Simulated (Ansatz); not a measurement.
Could HfB exist in this structure?

Plane-wave DFT in Ansatz with scalar-relativistic PAW potentials. The crystal relaxes under PBE to Fm-3m with a = 4.834 Å, 14.12 Å³/atom. No spin polarisation.

```
Hf B
1.0
     0.00000    2.41690    2.41690
     2.41690    0.00000    2.41690
     2.41690    2.41690    0.00000
Hf B
1 1
Direct
  0.50000 0.50000 0.50000
  0.00000 0.00000 0.00000
```

Task: Test it against the elements, against displacements at the zone centre and against strain.

Result:
- Energy over the elements: -0.418 eV/atom (PBE, standard states in the same functional, gases uncorrected)
- Optical modes at Γ: all 3 real, at 453 cm⁻¹ (PBE, no gap at this level, so no LO-TO term)
- Least eigenvalue of the elastic tensor: 55 GPa (PBE, smearing 0.15 eV on a cell relaxed with it; where the run has no gap this value hangs on mesh and smearing)

It passes all three tests. So it is a local minimum against everything tried and bound against the elements. Modes at other wave vectors, other structures and decomposition into other compounds weren't tested here.

Spin-orbit coupling is left out, which matters for the bands of heavy elements.